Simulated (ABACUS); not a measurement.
## InP in ABACUS: the effect of exact exchange share

The system is InP.

```
In P
1.0
     0.00000    2.93050    2.93050
     2.93050    0.00000    2.93050
     2.93050    2.93050    0.00000
In P
1 1
Direct
  0.00000 0.00000 0.00000
  0.75000 0.75000 0.75000
```

Alike in all runs:

```yaml
Program: ABACUS 3.10.1
Task: single point
Potentials_or_basis: SG15 ONCV 1.2 PBE
Cutoff: 1361 eV
Density_cutoff: 5442 eV
Basis: DZP LCAO (the cutoffs set its grid)
k_mesh: 4 × 4 × 4
Occupations: fermi-dirac, width 0.05 eV
Spin: no spin polarisation
```

Q: One run gave: gap on the mesh 3.22 eV. Which exact exchange share did it use?
A. 0.25
B. 0.4
C. 0.1

A: B.

```tsv
exact exchange share	functional	gap on the mesh (eV)
0.1	PBE0-type (share 0.1)	1.47
0.25	PBE0-type (share 0.25)	2.32
0.4	PBE0-type (share 0.4)	3.22
```

Caveats: all runs use coarse meshes; the atomic orbitals were generated for these runs and aren't a published set; gaps of hybrids in this basis differ from plane-wave ones by up to 0.1 eV; spin-orbit coupling is left out, which moves the levels of the heavy elements; the basis of atomic orbitals isn't converged, which shifts pressures, moduli and gaps.

Runs at the PBE level aren't shown here.
